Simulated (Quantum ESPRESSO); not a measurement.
# LiF (Griceite) (Fm-3m) in Quantum ESPRESSO: further runs, part 3 of 4

Quantum ESPRESSO 7.5. Earlier steps stand in the parts before.

### 4 Phonons, LDA, target pressure 5 GPa, at which the enthalpy is minimised

Contents of pw.in:

```
&CONTROL
  calculation = 'scf'
  prefix = 'pwscf'
  outdir = './tmp'
  pseudo_dir = './pseudo'
  tprnfor = .true.
  tstress = .true.
  disk_io = 'low'
/
&SYSTEM
  ibrav = 0
  nat = 2
  ntyp = 2
  ecutwfc = 84
  nbnd = 10
  occupations = 'smearing'
  smearing = 'fd'
  degauss = 0.00367493
/
&ELECTRONS
  conv_thr = 4d-10
  electron_maxstep = 120
  mixing_beta = 0.5
/
ATOMIC_SPECIES
F     18.9984 F.upf
Li     6.9400 Li.upf
CELL_PARAMETERS angstrom
   0.0000000000    2.0140000000    2.0140000000
   2.0140000000    0.0000000000    2.0140000000
   2.0140000000    2.0140000000    0.0000000000
ATOMIC_POSITIONS angstrom
F      2.0140000000    2.0140000000    2.0140000000
Li     0.0000000000    0.0000000000    0.0000000000
K_POINTS automatic
6 6 6 1 1 1
```

Contents of relax.in:

```
&CONTROL
  calculation = 'vc-relax'
  prefix = 'pwscf'
  outdir = './tmp'
  pseudo_dir = './pseudo'
  tprnfor = .true.
  tstress = .true.
  disk_io = 'low'
  nstep = 40
  forc_conv_thr = 0.0001
  etot_conv_thr = 1d-06
/
&SYSTEM
  ibrav = 0
  nat = 2
  ntyp = 2
  ecutwfc = 84
  nbnd = 10
  occupations = 'smearing'
  smearing = 'fd'
  degauss = 0.00367493
/
&ELECTRONS
  conv_thr = 4d-10
  electron_maxstep = 120
  mixing_beta = 0.5
/
&IONS
  ion_dynamics = 'bfgs'
/
&CELL
  cell_dynamics = 'bfgs'
  press = 50
  press_conv_thr = 0.2
/
ATOMIC_SPECIES
F     18.9984 F.upf
Li     6.9400 Li.upf
CELL_PARAMETERS angstrom
   0.0000000000    2.0140000000    2.0140000000
   2.0140000000    0.0000000000    2.0140000000
   2.0140000000    2.0140000000    0.0000000000
ATOMIC_POSITIONS angstrom
F      2.0140000000    2.0140000000    2.0140000000
Li     0.0000000000    0.0000000000    0.0000000000
K_POINTS automatic
6 6 6 1 1 1
```

Contents of scf2.in:

```
&CONTROL
  calculation = 'scf'
  prefix = 'pwscf'
  outdir = './tmp'
  pseudo_dir = './pseudo'
  tprnfor = .true.
  tstress = .true.
  disk_io = 'low'
/
&SYSTEM
  ibrav = 0
  nat = 2
  ntyp = 2
  ecutwfc = 84
  nbnd = 10
  occupations = 'fixed'
/
&ELECTRONS
  conv_thr = 1d-13
  electron_maxstep = 120
  mixing_beta = 0.5
  startingpot = 'file'
  startingwfc = 'file'
/
ATOMIC_SPECIES
F     18.9984 F.upf
Li     6.9400 Li.upf
CELL_PARAMETERS angstrom
   0.0000000000    1.9192076832    1.9192076832
   1.9192076832    0.0000000000    1.9192076832
   1.9192076832    1.9192076832    0.0000000000
ATOMIC_POSITIONS angstrom
F      1.9192076832    1.9192076832    1.9192076832
Li     0.0000000000    0.0000000000    0.0000000000
K_POINTS automatic
6 6 6 1 1 1
```

Contents of ph.in:

```
phonons of LiF
&INPUTPH
  prefix = 'pwscf'
  outdir = './tmp'
  tr2_ph = 1d-18
  fildyn = 'dyn'
  niter_ph = 90
  alpha_mix(1) = 0.7
  epsil = .true.
/
0.0000000000 0.0000000000 0.0000000000
```

Contents of dynmat.in:

```
&INPUT
  fildyn = 'dyn'
  asr = 'crystal'
  lperm = .true.
  filout = 'dynmat.disp'
  fileig = 'dynmat.eig'
/
```

Contents of dynmat_lo.in:

```
&INPUT
  fildyn = 'dyn'
  asr = 'crystal'
  filout = 'dynmat_lo.disp'
  fileig = 'dynmat_lo.eig'
  q(1) = 0
  q(2) = 0
  q(3) = 1
/
```

Potentials or basis: PseudoDojo 0.4.1 SR LDA standard.

Started as:

```
$ OMP_NUM_THREADS=1 pw.x -in pw.in > pw.out
$ OMP_NUM_THREADS=1 pw.x -in relax.in > relax.out
$ OMP_NUM_THREADS=1 pw.x -in scf2.in > scf2.out
$ OMP_NUM_THREADS=1 ph.x -in ph.in > ph.out
$ OMP_NUM_THREADS=1 dynmat.x -in dynmat.in > dynmat.out
$ OMP_NUM_THREADS=1 dynmat.x -in dynmat_lo.in > dynmat_lo.out
```

pw.out:

```text
This program is part of the open-source Quantum ESPRESSO suite
     for quantum simulation of materials; please cite
[... 9 lines left out ...]
     --------------------
     sticks:   dense  smooth     PW     G-vecs:    dense   smooth      PW
     Sum         673     673    211                11575    11575    2085

     Using Slab Decomposition

     bravais-lattice index     =            0
     lattice parameter (alat)  =       5.3824  a.u.
     unit-cell volume          =     110.2567 (a.u.)^3
     number of atoms/cell      =            2
     number of atomic types    =            2
     number of electrons       =        10.00
     number of Kohn-Sham states=           10
     kinetic-energy cutoff     =      84.0000  Ry
     charge density cutoff     =     336.0000  Ry
     scf convergence threshold =      4.0E-10
     mixing beta               =       0.5000
     number of iterations used =            8  plain     mixing
     Exchange-correlation= SLA  PW   NOGX NOGC
                           (   1   4   0   0   0   0   0)

     celldm(1)=   5.382367  celldm(2)=   0.000000  celldm(3)=   0.000000
     celldm(4)=   0.000000  celldm(5)=   0.000000  celldm(6)=   0.000000

[... 8 lines left out ...]
               b(3) = (  0.707107  0.707107 -0.707107 )

     PseudoPot. # 1 for F  read from file:
     F.upf
     Pseudo is Norm-conserving + core correction, Zval =  7.0
     Generated using ONCVPSP code by D. R. Hamann
     Using radial grid of  824 points,  5 beta functions with:
                l(1) =   0
                l(2) =   0
                l(3) =   1
                l(4) =   1
                l(5) =   2

     PseudoPot. # 2 for Li read from file:
     Li.upf
     Pseudo is Norm-conserving, Zval =  3.0
     Generated using ONCVPSP code by D. R. Hamann
     Using radial grid of 1944 points,  4 beta functions with:
                l(1) =   0
                l(2) =   0
                l(3) =   1
                l(4) =   1

     atomic species   valence    mass     pseudopotential
     F                 7.00    18.99840     F ( 1.00)
     Li                3.00     6.94000     Li( 1.00)

     48 Sym. Ops., with inversion, found

   Cartesian axes

     site n.     atom                  positions (alat units)
         1        F      tau(   1) = (   0.7071068   0.7071068   0.7071068  )
         2        Li     tau(   2) = (   0.0000000   0.0000000   0.0000000  )

     number of k points=    28  Fermi-Dirac smearing, width (Ry)=  0.0037
                       cart. coord. in units 2pi/alat
        k(    1) = (   0.0589256   0.0589256   0.0589256), wk =   0.0185185
        k(    2) = (   0.1767767   0.1767767  -0.0589256), wk =   0.0555556
        k(    3) = (   0.2946278   0.2946278  -0.1767767), wk =   0.0555556
        k(    4) = (  -0.2946278  -0.2946278   0.4124790), wk =   0.0555556
        k(    5) = (  -0.1767767  -0.1767767   0.2946278), wk =   0.0555556
        k(    6) = (  -0.0589256  -0.0589256   0.1767767), wk =   0.0555556
[... 20 lines left out ...]
        k(   27) = (   0.2946278   0.2946278   0.2946278), wk =   0.0185185
        k(   28) = (  -0.2946278  -0.2946278   0.8838835), wk =   0.0555556

     Dense  grid:    11575 G-vectors     FFT dimensions: (  32,  32,  32)

     Initial potential from superposition of free atoms

     starting charge       9.9953, renormalised to      10.0000
     Starting wfcs are    6 randomized atomic wfcs +    4 random wfcs

     Self-consistent Calculation

     iteration #  1     ecut=    84.00 Ry     beta= 0.50
     Davidson diagonalization with overlap
     ethr =  1.00E-02,  avg # of iterations =  5.0

     total energy              =     -63.63145686 Ry
     estimated scf accuracy    <       0.10412869 Ry

     iteration #  2     ecut=    84.00 Ry     beta= 0.50
     Davidson diagonalization with overlap
     ethr =  1.04E-03,  avg # of iterations =  2.0
[... 43 lines left out ...]
     total energy              =     -63.66078924 Ry
     estimated scf accuracy    <          7.8E-10 Ry

     iteration #  9     ecut=    84.00 Ry     beta= 0.50
     Davidson diagonalization with overlap
     ethr =  7.75E-12,  avg # of iterations =  2.0

     End of self-consistent calculation

          k = 0.0589 0.0589 0.0589 (  1435 PWs)   bands (ev):

   -39.1749 -18.9809   0.2937   0.4844   0.4844   9.5678  21.8680  23.0324
    23.0324  25.3077

          k = 0.1768 0.1768-0.0589 (  1422 PWs)   bands (ev):

   -39.1536 -18.8474  -0.4884   0.2189   0.4766  10.4145  18.8008  20.9036
    21.3849  25.9239
[... 63 lines left out ...]
   -39.1102 -18.5342  -1.8415  -0.2483   0.1776  11.7545  16.3733  19.2070
    19.3700  27.5863

          k =-0.6482 0.0589 0.0589 (  1423 PWs)   bands (ev):

   -39.0944 -18.2981  -2.4744  -0.5874  -0.4726  14.7566  16.3636  17.8523
    20.2119  20.8396

          k =-0.5303 0.1768-0.0589 (  1435 PWs)   bands (ev):

   -39.1026 -18.4118  -1.9478  -0.6921  -0.2281  13.5726  16.1229  18.5755
    19.8822  22.9775

          k =-0.4125 0.0589 0.0589 (  1429 PWs)   bands (ev):

   -39.1227 -18.5913  -1.3907  -0.1773  -0.1299  12.3138  17.6601  19.3014
    20.3939  21.3499

          k = 0.1768 0.1768 0.1768 (  1423 PWs)   bands (ev):
[... 41 lines left out ...]
   -39.1154 -18.5973  -1.9107   0.2861   0.2861  10.9415  16.9306  19.1669
    19.1669  29.8070

          k =-0.2946-0.2946 0.8839 (  1437 PWs)   bands (ev):

   -39.1052 -18.4896  -1.9202  -0.4475   0.1456  12.0111  16.1295  19.2101
    19.2268  28.2025

     the Fermi energy is     4.0638 ev

!    total energy              =     -63.66078924 Ry
     estimated scf accuracy    <          4.0E-12 Ry
     smearing contrib. (-TS)   =       0.00000000 Ry
     internal energy E=F+TS    =     -63.66078924 Ry

     The total energy is F=E-TS. E is the sum of the following terms:
     one-electron contribution =     -25.03635595 Ry
     hartree contribution      =      16.43543631 Ry
     xc contribution           =     -14.11159294 Ry
     ewald contribution        =     -40.94827666 Ry

     convergence has been achieved in   9 iterations

     Forces acting on atoms (cartesian axes, Ry/au):

     atom    1 type  1   force =     0.00000000    0.00000000   -0.00000000
     atom    2 type  2   force =    -0.00000000   -0.00000000    0.00000000

     Total force =     0.000000     Total SCF correction =     0.000000

     Computing stress (Cartesian axis) and pressure

          total   stress  (Ry/bohr**3)                   (kbar)     P=      -66.61
  -0.00045282  -0.00000000  -0.00000000          -66.61       -0.00       -0.00
  -0.00000000  -0.00045282  -0.00000000           -0.00      -66.61       -0.00
  -0.00000000  -0.00000000  -0.00045282           -0.00       -0.00      -66.61

=------------------------------------------------------------------------------=
   JOB DONE.
=------------------------------------------------------------------------------=
```

relax.out:

```text
This program is part of the open-source Quantum ESPRESSO suite
     for quantum simulation of materials; please cite
[... 9 lines left out ...]
     --------------------
     sticks:   dense  smooth     PW     G-vecs:    dense   smooth      PW
     Sum         673     673    211                11575    11575    2085
[... 1675 lines left out ...]
   0.00033974   0.00000000   0.00000000           49.98        0.00        0.00
   0.00000000   0.00033974   0.00000000            0.00       49.98        0.00
   0.00000000   0.00000000   0.00033974            0.00        0.00       49.98

=------------------------------------------------------------------------------=
   JOB DONE.
=------------------------------------------------------------------------------=
```

scf2.out:

```text
This program is part of the open-source Quantum ESPRESSO suite
     for quantum simulation of materials; please cite
[... 9 lines left out ...]
     --------------------
     sticks:   dense  smooth     PW     G-vecs:    dense   smooth      PW
     Sum         595     595    199                 9841     9841    1807
[... 278 lines left out ...]
   0.00033975  -0.00000000  -0.00000000           49.98       -0.00       -0.00
  -0.00000000   0.00033975   0.00000000           -0.00       49.98        0.00
   0.00000000   0.00000000   0.00033975            0.00        0.00       49.98

=------------------------------------------------------------------------------=
   JOB DONE.
=------------------------------------------------------------------------------=
```

Wall time 81 s (1 thread of Arm Neoverse V2, shared host); peak memory 0.05 GiB.

What came out:

- Free energy: -866.1706 eV
- Relaxed volume: 7.07 Å³/atom
- Relaxed cell: a = 2.714 Å, b = 2.714 Å, c = 2.714 Å, α = 60.00°, β = 60.00°, γ = 60.00°
- Space group after relaxing (to 0.05 Å): Fm-3m (No. 225)
- Pressure after relaxing: 5.0 GPa
- Electronic dielectric tensor (diagonal): 2.13
- Born charges (mean of the diagonal): F -1.04; Li +1.04 e
- Highest phonon frequency at Γ, LO-TO splitting left out: 389 cm⁻¹
- Static dielectric tensor (diagonal): 6.98

The path:
```csv
step,energy change (eV),largest force (eV/Å),pressure (GPa),volume (Å³)
1,0.0000,0.0000,-6.66,16.34
2,-0.0284,0.0000,-2.69,15.39
3,-0.0179,0.0000,5.85,14.03
4,-0.0220,0.0000,4.89,14.15
5,-0.0216,0.0000,5.00,14.14
```

Final structure:
```
CELL_PARAMETERS angstrom
0.00000 1.91921 1.91921
1.91921 0.00000 1.91921
1.91921 1.91921 0.00000
ATOMIC_POSITIONS crystal
F 0.50000 0.50000 0.50000
Li 0.00000 0.00000 0.00000
```

Levels at points of the mesh, in eV from the valence-band top:
| k point | band 2 | band 3 | band 4 | band 5 | band 6 | band 7 | band 8 | band 9 |
| --- | --- | --- | --- | --- | --- | --- | --- | --- |
| (0.08, 0.08, 0.08) | -19.87 | -0.22 | 0.00 | 0.00 | 10.51 | 22.82 | 24.20 | 24.20 |

Phonon frequencies in cm⁻¹ (negative: imaginary):
```tsv
q point	frequencies
(0.000, 0.000, 0.000)	2 2 2 389 389 389
```

Electronic dielectric tensor:
```
2.13 0.00 0.00
0.00 2.13 0.00
0.00 0.00 2.13
```

Born effective charge tensors (e):
atom 1, F
```
-1.04  0.00  0.00
 0.00 -1.04  0.00
 0.00  0.00 -1.04
```
atom 2, Li
```
1.04 0.00 0.00
0.00 1.04 0.00
0.00 0.00 1.04
```

Optical modes at Γ, degenerate ones joined, polar ones without the macroscopic field:
| cm⁻¹ | components | symmetry | active in | IR intensity, summed ((D/Å)²/amu) |
| --- | --- | --- | --- | --- |
| 389 | 3 | T1u | IR | 14.62 |

Zone-centre frequencies without and with the macroscopic field along z (cm⁻¹):
```tsv
	optical modes in rising order
without	389 389 389
with the field	389 389 705
```

Static dielectric tensor, electrons and zone-centre modes:
```
6.98 0.00 0.00
0.00 6.98 0.00
0.00 0.00 6.98
```

Caveat: the cell is more than 3 GPa from zero pressure, which shifts response properties.

[end of part 3 of 4]
